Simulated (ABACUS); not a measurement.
Rh, 1 atom in the cell. The structure is cubic, space group Fm-3m (No. 225). The conventional cell has a = 3.796 Å, b = 3.796 Å, c = 3.796 Å, α = 90.00°, β = 90.00°, γ = 90.00°. Rh (site symmetry m-3m) is surrounded by 12 Rh at 2.68 Å. 

* Program: ABACUS 3.10.1
* Task: relaxation of cell and atoms
* Functional: AM05
* Potentials or basis: PseudoDojo NC SR 0.4 PBEsol stringent
* Cutoff: 1211 eV
* Density cutoff: 4844 eV
* Basis: plane waves
* k mesh: 10 × 10 × 10
* Occupations: fermi-dirac, width 0.05 eV
* Spin: no spin polarisation
* Max steps of the relaxation: 60
* Force threshold: 0.005 eV/Å
* Optimiser: cg
* Stress threshold: 0.5 kbar
* Radial cutoff of the potentials (pseudo_rcut): 10 bohr
* SCF threshold on the density: 1e-08
* Max SCF steps: 100
* Eigensolver: dav
* Mixing: broyden
* Mixing share: 0.7
* Symmetry key: 1

Potentials or basis: PseudoDojo NC SR 0.4 PBEsol stringent, plane waves.

Command:

```console
$ OMP_NUM_THREADS=1 mpirun -np 4 abacus > log
```

Hardware: 4 MPI ranks on Intel(R) Xeon(R) Platinum 8559C (Emerald Rapids), with other jobs on the host.

How long does it take, and how much memory?

Run time: 5.8 s on 4 MPI ranks on Intel(R) Xeon(R) Platinum 8559C (Emerald Rapids) (shared host), peak memory 0.36 GiB a rank. Counts: scf iterations 19, k points 47, bands 13, ion steps 4, ranks 4.
